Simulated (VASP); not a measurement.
Runs of VASP 6.6.1 on Cu. It takes space group Fm-3m (No. 225, cubic). The conventional cell has a = 3.615 Å, b = 3.615 Å, c = 3.615 Å, α = 90.00°, β = 90.00°, γ = 90.00°. Cu (site symmetry m-3m) is surrounded by 12 Cu at 2.56 Å. 

```tsv
task	level	potentials or basis	cell	k mesh	cutoff (eV)	smearing	ladder	gap on the mesh (eV)	pressure (GPa)	relaxed volume (Å³/atom)
band structure	PW91	VASP PAW PBE potentials, release 64 (Cu)	as given	13 × 13 × 13	520	fermi-dirac 0.05 eV	-	-	(a)	-
relaxation of cell and atoms	PBE+D3	VASP PAW PBE potentials, release 64 (Cu)	relaxed	13 × 13 × 13	600	fermi-dirac 0.05 eV	-	none	0.0	11.34
single point	PBE	VASP PAW PBE potentials, release 64 (Cu)	as given	13 × 13 × 13	520	gaussian 0.012 eV	-	none	2.2	-
band structure	AM05	VASP PAW PBE potentials, release 64 (Cu)	as given	13 × 13 × 13	520	fermi-dirac 0.05 eV	-	-	-6.1	-
relaxation of cell and atoms	PBE+D3(BJ)	VASP PAW PBE potentials, release 64 (Cu)	relaxed	12 × 12 × 12	600	fermi-dirac 0.05 eV	gaps	none	0.0	11.34
single point	PBEsol	VASP PAW PBE potentials, release 64 (Cu)	as given	13 × 13 × 13	500	gaussian 0.1 eV	-	none	-5.5	-
relaxation of cell and atoms	PBE	VASP PAW PBE potentials, release 64 (Cu_sv_GW)	relaxed	13 × 13 × 13	680	fermi-dirac 0.05 eV	-	none	-0.1	11.55
single point	PBE	VASP PAW PBE potentials, release 64 (Cu)	as given	13 × 13 × 13	520	gaussian 0.011 eV	-	none	2.2	-
single point	RPBE	VASP PAW PBE potentials, release 54 (Cu)	as given	13 × 13 × 13	520	gaussian 0.02 eV	-	none	(b)	-
relaxation of cell and atoms	r2SCAN+rVV10	VASP PAW PBE potentials, release 64 (Cu)	relaxed	13 × 13 × 13	600	methfessel-paxton 0.1 eV	-	none	0.0	11.36
```

Alike in all rows: no spin polarisation.

Estimate the missing entries.

(a) 2.4; (b) 7.2.

Caveats: the PAW data sets were made with another functional, which shifts forces and pressure a little (some runs); pairwise dispersion overbinds metals, which lowers pressure and volume (some runs).

A k mesh can miss the band edges.

A gap of «none» marks a metal or a gap under the smearing width.

Not every run made on this cell is shown here.
